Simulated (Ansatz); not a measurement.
Bulk crystal (WSe$_{2}$) after relaxation:

```xyz
3
Lattice="3.2703 0.0000 0.0000 -1.6351 2.8321 0.0000 0.0000 0.0000 16.6612" Properties=species:S:1:pos:R:3 pbc="T T T"
W     0.0000    0.0000    0.0000
Se    0.0000    1.8881    1.6728
Se    0.0000    1.8881   14.9884
```

Miller indices refer to the conventional cell of P-6m2 (No. 187), a = 3.270 Å, b = 3.270 Å, c = 16.661 Å, α = 90.00°, β = 90.00°, γ = 120.00°. The bulk's gap is 1.68 eV.

Consider the (001) slab of 4 planes, 16.7 Å thick with 15 Å of vacuum as cut; outer planes W (top) and W (bottom), all atoms relaxed.

These are results of DFT PBEsol, scalar-relativistic, plane waves, PAW (Ansatz), not measurements. Settings: cutoff 420 eV, Γ-centred mesh 9×9×1 on the computed 4-atom cell, Gaussian smearing of 0.05 eV; no spin polarisation. The cell repeats along c with a dipole correction in the vacuum.

The slab isn't stoichiometric (WSe), so its surface energy depends on the chemical potentials; it is given with the excess atoms taken from the element's standard state, a limit at which the compound may itself be unstable, so the figure can be too low.

Problem. Give the surface energy with the excess atoms taken from the elements.

Solution. 4.69 J/m².

Problem. Give the gap of the slab on the mesh.

Solution. 0.34 eV.

Problem. The top two planes lie 1.673 Å apart in the bulk. How does relaxation change this?

Solution. The spacing becomes 1.629 Å (-2.6 %).

Spin-orbit coupling is left out, which matters for the bands of heavy elements. An odd mesh misses points on the zone edge, so a gap read on it can be too wide. Each cell of WSe2 holds layers, and where no dispersion correction was added their binding is poorly described. Gaps are read on the k points sampled, so a band crossing between them can be missed.

The reference crystal is a form of WSe2, which isn't its usual structure.